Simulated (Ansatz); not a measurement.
Crystal: TiAl.

```xyz
2
Lattice="2.8673 0.0000 0.0000 -1.4336 2.4831 0.0000 0.0000 0.0000 4.6781" Properties=species:S:1:pos:R:3 pbc="T T T"
Ti    0.0000    0.0000    0.0000
Al    0.0000    1.6554    2.3390
```

The cell comes from a database or a generator and needn't be the stable form of this composition.

Below is the output of Ansatz 0.2.0 for this cell. Logs are shortened: lines on timing, memory, paths and dates and some standing lists are left out, and cuts for length are marked.

```text
Warning: RAYON_NUM_THREADS=1 ignored (pool sized by the plan → 1); use --threads N
LAPW: plane waves up to 7.687 Å⁻¹, error target 1.0e-3 eV per atom; small_component_spin mean_spin; Al in spheres of 1.432 Å, 11 of its electrons in bands, Dirac shells []; Ti in spheres of 1.434 Å, 12 of its electrons in bands, Dirac shells [] (how accurate: hamiltonian.pseudopotentials.lapw.basis_error, Limitations)
Engine: ansatz 0.2.0, x86_64-unknown-linux-gnu
Pseudopotentials: kind: all_electron
Pseudopotential: Ti, LAPW, valence charge 12, lapw/all_electron/scalar/gaussian/Ti, Koelling and Harmon's equation, gaussian nucleus
Pseudopotential: Al, LAPW, valence charge 11, lapw/all_electron/scalar/gaussian/Al, Koelling and Harmon's equation, gaussian nucleus
Functional definition: PBE
  parameter kappa = 0.804
  parameter beta = 0.06672455060314922
  exchange = pbe_x(kappa = kappa, mu = beta*pi^2/3)
  correlation = pbe_c(beta = beta)
Crystal: 2 atoms, lattice volume = 33.307 Å³
Basis set: ecut = 225.151259328839 eV, 251 PW (Γ), exchange–correlation at level 2
Bands: 16, of which v1, the nominal top of the filled ones, is band 12 counted from 1 (11 counted from 0)
Symmetry: 12 space group operations
Space group: P-6m2 (ITA 187), of the structure as read, at distance tolerance 3.2e-5 Å
k-points: 64 of 726 (time reversal used)
Non-local potential: Ti, projectors of the file, none
Non-local potential: Al, projectors of the file, none
Initial density: superposition of atomic densities (chi_scale 0.1, normalization cell, long waves kept (reshape's long-wave potential 0.00 eV rms))
Initial wavefunctions: plane waves of lowest kinetic energy (no species holds an atomic orbital)
Functional: x = pbe(κ = 0.804, μ = 0.2195149727645171), c = pbe(β = 0.06672455060314922)
iter 1 solved again at ethr=1.82e-3 eV; its pass at ethr=1.00e-1 eV (dr2=4.18e-1 eV) is discarded
SCF iter   1: F=—  HF=-29841.615699 eV  |F-HF|=—  |Δ(HF+E_count)|=         —  Δρ=2.42e-2  dr2=4.18e-1  ethr=1.82e-3  ⟨swp⟩=2.2  Hψ=7095  notcnv=0
preconditioner: auto → none  [metal: Δε(μ)=0.021 eV  Ē_g=5.240 eV  σ=0.050 eV  W_gap=0.10  n_scr=8 (ndim 8)  ℏωp=17.0 eV  f_vac=0.000  D(μ)=2.64/eV (n_scr^D=34)  sad-step TF]
SCF iter   2: F=—  HF=-29841.476120 eV  |F-HF|=—  |Δ(HF+E_count)|=   1.40e-1  Δρ=1.88e-2  dr2=5.05e-1  ethr=1.82e-3  ⟨swp⟩=2.0  Hψ=3200  notcnv=0
SCF iter   3: F=—  HF=-29841.630191 eV  |F-HF|=—  |Δ(HF+E_count)|=   1.54e-1  Δρ=2.75e-2  dr2=1.03e0  ethr=1.82e-3  ⟨swp⟩=3.0  Hψ=3629  notcnv=0  recentre
iter 4 solved again at ethr=3.94e-5 eV; its pass at ethr=1.82e-3 eV (dr2=9.06e-3 eV) is discarded
SCF iter   4: F=—  HF=-29841.365691 eV  |F-HF|=—  |Δ(HF+E_count)|=   2.64e-1  Δρ=4.52e-3  dr2=9.00e-3  ethr=3.94e-5  ⟨swp⟩=2.0  Hψ=5353  notcnv=0
SCF iter   5: F=—  HF=-29841.364059 eV  |F-HF|=—  |Δ(HF+E_count)|=         —  Δρ=4.76e-4  dr2=1.55e-4  ethr=3.91e-5  ⟨swp⟩=2.0  Hψ=2932  notcnv=0
the basis was enlarged: its passes take 223.9 KiB over the memory plan, 1 of 1 planned eigensolver slots
SCF iter   6: F=—  HF=-29841.363870 eV  |F-HF|=—  |Δ(HF+E_count)|=   1.89e-4  Δρ=1.37e-4  dr2=1.56e-5  ethr=6.72e-7  ⟨swp⟩=2.5  Hψ=2967  notcnv=0
SCF iter   7: F=—  HF=-29841.363867 eV  |F-HF|=—  |Δ(HF+E_count)|=   3.16e-6  Δρ=1.97e-5  dr2=3.49e-7  ethr=6.79e-8  ⟨swp⟩=2.0  Hψ=2932  notcnv=0
SCF iter   8: F=-29841.363866 eV  HF=-29841.363867 eV  |F-HF|=3.32e-8  |Δ(HF+E_count)|=   1.70e-7  Δρ=3.78e-6  dr2=4.61e-9  ethr=1.52e-9  ⟨swp⟩=2.7  Hψ=3028  notcnv=0
SCF 1 converged in 8 iterations: F = -29841.363866 eV  dr2 = 4.61e-9
NSCF: frozen V_eff on 85 k-points
SCF converged after 8 iterations
Free energy (F): -29841.363866 eV
Harris-Foulkes:  -29841.363867 eV  (|F-HF|=3.32e-8)
Internal energy: -29841.340291 eV  (E = F + TS)
E sigma→0 (E₀):  -29841.352079 eV
Entropy (-TS):   -0.023576 eV (-11.788 meV/atom)
Fermi energy:    11.572169 eV
--- Per-component energies (eV) ---
  E_band       = -648.523666
  E_kinetic    = 30079.287448
  E_xc         = -1655.606072
  E_electrostatic = -58265.021667  (all electrons and nuclei)
  E_smearing   = -0.023576  (= −TS)
  E_closure    = 0.000000  (closes the sum)
  E_atoms      = -29830.403974  (free atoms, spherical and without spin; not in F)
  Σ components = -29841.363866   (vs F -29841.363866, Δ=0.00e0)
  Basis errors (estimates in eV, not in F): energy 8.3e-5 per atom: plane waves 4.1e-5 (3.1e-5 summed), levels above the bands 1.1e-43, relativity 5.7e-9, radial functions 4.2e-5, core shells 3.1e-8; eigenvalues (radial functions only) 1.3e-6; not estimated: angular momenta, meshes, grids; target (lapw.basis_error) 1.0e-3; muffin-tin radii Al 1.432 Å, Ti 1.434 Å
--- Forces (eV/Å), atoms counted from 1 ---
  atom   1  Ti    -0.00000000     0.00000000     0.00000000
  atom   2  Al     0.00000000    -0.00000000    -0.00000000
  max |Σ_I F_I| component: 6.01e-17 eV/Å
--- Stress (GPa, compression-positive) ---
        0.869491      -0.000000       0.000000
       -0.000000       0.869491       0.000000
        0.000000       0.000000      -1.024774
  P = ⅓ Tr σ = 0.2381 GPa (2.381 kbar)
--- Band table (eV; the first three rows and the last of 64) ---
  k-point 0: bands = ["-90.8817", "-52.3537", "-52.3537", "-52.3028", "-44.9070", "-21.2344", "-20.8218", "-20.8218", "2.6755", "9.2979", "9.7605", "12.8665", "12.8665", "14.3642", "14.3642", "15.5010"]
  k-point 1: bands = ["-90.8817", "-52.3537", "-52.3537", "-52.3029", "-44.9070", "-21.2356", "-20.8218", "-20.8218", "2.8447", "8.1722", "10.5379", "12.8697", "12.8697", "14.3454", "14.3454", "16.0693"]
  k-point 2: bands = ["-90.8817", "-52.3537", "-52.3537", "-52.3029", "-44.9069", "-21.2379", "-20.8218", "-20.8218", "3.2702", "6.9227", "11.0234", "12.8760", "12.8760", "14.3085", "14.3085", "17.4277"]
  k-point 63: bands = ["-90.8797", "-52.3668", "-52.3637", "-52.3007", "-44.8008", "-21.2746", "-21.1618", "-21.1319", "9.0980", "9.8644", "10.8570", "11.2752", "11.6049", "12.8250", "14.8518", "16.1923"]
```

Problem. Write the input and the command behind it.

Solution. Band structure with PBE, no spin polarisation. The files as run (others can give the same):

input.yaml
```yaml
crystal:
  lattice:
    - [2.8672622327, 0.0, 0.0]
    - [-1.4336311163, 2.4831219328, 0.0]
    - [0.0, 0.0, 4.678083]
  atoms:
    - { symbol: Ti, position: [0.0, 0.0, 0.0] }
    - { symbol: Al, position: [0.3333333333, 0.6666666667, 0.5] }
kpoints:
  mp_grid: { grid: [11, 11, 6] }
  band_path:
    path:
      - [0.0, 0.0, 0.0]
      - [0.5, 0.0, 0.0]
      - [0.3333333333, 0.3333333333, 0.0]
      - [0.0, 0.0, 0.0]
      - [0.0, 0.0, 0.5]
      - [0.5, 0.0, 0.5]
      - [0.3333333333, 0.3333333333, 0.5]
      - [0.0, 0.0, 0.5]
    npoints: 12
scf:
  occupations: { method: fermi_dirac, width: 0.05 }
hamiltonian:
  xc: pbe
  pseudopotentials: { kind: all_electron, lapw: { basis_error: 0.001 } }
output:
  forces: true
  stress: true
  eigenvalues: true
```

Potentials or basis: all-electron LAPW, scalar-relativistic.
Command:
```console
$ ansatz run input.yaml --threads 1 --pin off --max-ram 3072MiB --backend cpu --events-out ev --progress --plain --runs-dir out
```
